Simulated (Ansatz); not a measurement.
Run this with Ansatz 0.2.0 through its Python package and show what comes out.

The script, `kconv_zro2.py`:
```python
"""k-point test for ZrO2."""

import logging
import sys
import warnings

import ansatz
import matplotlib.pyplot as plt

logging.basicConfig(stream=sys.stdout, format="%(levelname)s:%(name)s:%(message)s")
logger = logging.getLogger("zro2")
logger.setLevel(logging.INFO)

FILLING = "fixed"
TOLERANCE = 1e-09
XC = "PBE"
CUTOFF = 420


def main() -> None:
    warnings.simplefilter("ignore", ansatz.DeckWarning)

    cell = (
        ansatz.Lattice.of((3.5961, 0.0, 0.0), (0.0, 3.5961, 0.0), (0.0, 0.0, 5.177))
        .atom("Zr", (0.0, 0.0, 0.0))
        .atom("Zr", (0.5, 0.5, 0.5))
        .atom("O", (0.0, 0.5, 0.203))
        .atom("O", (0.0, 0.5, 0.703))
        .atom("O", (0.5, 0.0, 0.297))
        .atom("O", (0.5, 0.0, 0.797))
    )

    model = (
        cell.calculation()
        .occupations(FILLING)
        .scf(tolerance=TOLERANCE)
        .functional(XC)
        .basis(CUTOFF)
        .forces()
        .stress()
    )

    rows = []
    for value in [0.8, 0.6, 0.5, 0.4, 0.33]:
        r = model.kpoints(spacing=value).run(threads=1).report
        rows.append((value, r["free_energy_ev"] / len(r["lattice"]["sites"]), r["n_iterations"], sum(r["stress_gpa"][i][i] for i in range(3)) / 3, max(abs(f) for row in r["forces_ev_ang"] for f in row), r["n_kpoints"]))

    logger.info("spacing (1/A)   F/atom (eV)    iterations       P (GPa)  max component (eV/A)      k-points")
    for row in rows:
        logger.info(f"{str(row[0]):>12s}  {row[1]:12.5f}  {row[2]:12d}  {row[3]:12.3f}  {row[4]:20.4f}  {row[5]:12d}")

    # the last row is the reference
    for row in rows[:-1]:
        shift = 1000 * (row[1] - rows[-1][1])
        logger.info(f"{row[0]}: {shift:+.2f} meV/atom" + ("  (within 1 meV)" if abs(shift) < 1 else ""))
    plt.figure(figsize=(4.5, 3))
    plt.plot([str(row[0]) for row in rows], [1000 * (row[1] - rows[-1][1]) for row in rows], "o-")
    plt.xlabel("spacing (1/A)")
    plt.ylabel("F - F(last) (meV/atom)")
    plt.tight_layout()
    plt.savefig("kconv.png", dpi=100)


if __name__ == "__main__":
    main()
```

```console
$ python kconv_zro2.py
INFO:zro2:spacing (1/A)   F/atom (eV)    iterations       P (GPa)  max component (eV/A)      k-points
INFO:zro2:         0.8   -1774.62628             7         5.478                0.0422             6
INFO:zro2:         0.6   -1774.63087             7         5.367                0.0240             6
INFO:zro2:         0.5   -1774.63383             7         5.281                0.0426            12
INFO:zro2:         0.4   -1774.63403             7         5.277                0.0407            18
INFO:zro2:        0.33   -1774.63398             7         5.275                0.0408            30
INFO:zro2:0.8: +7.70 meV/atom
INFO:zro2:0.6: +3.11 meV/atom
INFO:zro2:0.5: +0.15 meV/atom  (within 1 meV)
INFO:zro2:0.4: -0.05 meV/atom  (within 1 meV)
```

From a spacing of 0.5 (4×4×3) on it stays within 1 meV an atom of the value at a spacing of 0.33 (6×6×4); the first row (a spacing of 0.8 (3×3×2)) is off by 7.7 meV and the last but one by 0.05 meV. The pressure moves from 5.48 to 5.27 GPa.

Reading the output:
- The run is spin-unpolarised.
- The program warned that this SCF threshold is loose for forces or stresses.
- This is a high-temperature or high-pressure form, not the ambient phase.
- Pressure is positive in compression.
- At these settings the cell as given stands under about 5 GPa, so it isn't at this functional's equilibrium volume.
- The structure is a deposited one; some such entries were measured under pressure or heat, so a shift against it needn't be the functional's error alone.
- Shifts are counted from the finest mesh, which is itself no proven limit.
- The script silences the warnings on its input, which a real study should read.
- Processor time in the engine: 7.7 s on 1 thread of Intel(R) Xeon(R) Processor @ 2.30GHz (shared host), peak memory 0.57 GiB.
